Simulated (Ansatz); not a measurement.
# Al: the cost of one run

Method: DFT PBEsol, scalar-relativistic, plane waves, PAW, in Ansatz 0.2.0.

2 further runs of the same task are left out: 2 set aside as unsound or not needed.

### 1 The structure to begin with

The structure is cubic, space group Fm-3m (No. 225). Conventional cell: a = 4.016 Å, b = 4.016 Å, c = 4.016 Å, α = 90.00°, β = 90.00°, γ = 90.00°. Around Al (site symmetry m-3m) lie 12 Al at 2.84 Å.

Coordinates:

```
CELL_PARAMETERS angstrom
0.00000 2.00779 2.00779
2.00779 0.00000 2.00779
2.00779 2.00779 0.00000
ATOMIC_POSITIONS crystal
Al 0.00000 0.00000 0.00000
```

This cell was relaxed beforehand with the same method: volume 16.19 Å³/atom, gap on the mesh none (metal).

### 2 Next: the [110] wire, 17 host atoms a period

The wire is cut from the relaxed crystal, periodic along c with vacuum across. Atoms and period relax; energies count from the bulk, -524.5453 eV an atom.

The cell holds 17 Al: a = 17.500 Å, b = 19.300 Å, c = 2.839 Å, α = 90.00°, β = 90.00°, γ = 90.00°.

### 3 Relaxing it

Pressure and volume refer to the whole cell with its vacuum; only the period along c may change.

The input, input.yaml:

```yaml
crystal:
  lattice:
    - [17.5, 0.0, 0.0]
    - [0.0, 19.3, 0.0]
    - [0.0, 0.0, 2.8394492406]
  atoms:
    - { symbol: Al, position: [0.2566186365, 0.5520153838, 0.0] }
    - { symbol: Al, position: [0.2566186365, 0.3439538487, 0.0] }
    - { symbol: Al, position: [0.5811271212, 0.7600769188, 0.0] }
    - { symbol: Al, position: [0.5811271212, 0.5520153838, 0.0] }
    - { symbol: Al, position: [0.5811271212, 0.3439538487, 0.0] }
    - { symbol: Al, position: [0.5, 0.6560461513, 0.5] }
    - { symbol: Al, position: [0.5, 0.4479846162, 0.5] }
    - { symbol: Al, position: [0.5, 0.2399230812, 0.5] }
    - { symbol: Al, position: [0.3377457577, 0.6560461513, 0.5] }
    - { symbol: Al, position: [0.3377457577, 0.4479846162, 0.5] }
    - { symbol: Al, position: [0.6622542423, 0.6560461513, 0.5] }
    - { symbol: Al, position: [0.6622542423, 0.4479846162, 0.5] }
    - { symbol: Al, position: [0.4188728788, 0.7600769188, 0.0] }
    - { symbol: Al, position: [0.4188728788, 0.5520153838, 0.0] }
    - { symbol: Al, position: [0.4188728788, 0.3439538487, 0.0] }
    - { symbol: Al, position: [0.7433813635, 0.5520153838, 0.0] }
    - { symbol: Al, position: [0.7433813635, 0.3439538487, 0.0] }
basis:
  ecutwfc: 420
kpoints:
  mp_grid: { grid: [1, 1, 19] }
hamiltonian:
  xc: pbesol
scf:
  occupations: { method: gaussian, width: 0.05 }
output:
  forces: true
  stress: true
  eigenvalues: true
  populations: true
  write_density: true
  write_potential: true
  elf: true
  volumetric_format: npy
relax:
  adjacent_minimum: "off"
  f_tol: 0.02
  max_steps: 45
  cell: { fix: [a, b, alpha, beta, gamma], stress_tol: 0.03 }
```

On the command line:

```
$ ansatz run input.yaml --threads 4 --pin off --max-ram 11264MiB --backend cpu --events-out ev --progress --plain --runs-dir out
```

What time and memory should one allow on 4 threads of Intel Xeon at 2.50GHz (Skylake/Cascade Lake), shared host?

About 7.1 min, with a peak of 1.4 GiB.
